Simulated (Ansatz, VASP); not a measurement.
# Ca in VASP and in Ansatz

```
Ca
1.0
     3.41490   -3.86130    0.00000
     3.41490    3.86130    0.00000
     0.00000    0.00000    7.70989
Ca
4
Direct
  0.16370 0.83630 0.18819
  0.83630 0.16370 0.81181
  0.33630 0.66370 0.68819
  0.66370 0.33630 0.31181
```

Alike in both runs: task single point; functional PBEsol; k mesh 8 × 8 × 6; occupations gaussian, width 0.1 eV; no spin polarisation.

|  | VASP | Ansatz |
| --- | --- | --- |
| version | VASP 6.6.1 | Ansatz 0.2.0 |
| potentials or method | VASP PAW PBE potentials, release 64 (Ca_sv) | scalar-relativistic, plane waves, PAW |
| plane-wave cutoff (eV) | 520 | 420 |
| valence electrons in the cell | 40 | 40 |

|  | VASP | Ansatz | Ansatz less VASP |
| --- | --- | --- | --- |
| gap on the k mesh at the Fermi level (eV) | none | none | - |
| pressure (GPa) | -1.8 | -1.8 | 0.00 |
| largest component of the traceless stress (GPa) | 2.08 | 2.07 | -0.006 |
| rms of the force components (eV/Å) | 0.149 | 0.149 | +0.0001 |

Atom by atom the forces differ by 0.000 eV/Å (rms over components). A gap of «none» marks a metal or a gap that the smearing closes.

Caveats: the PAW data sets were made with another functional, which shifts forces and pressure a little (VASP).
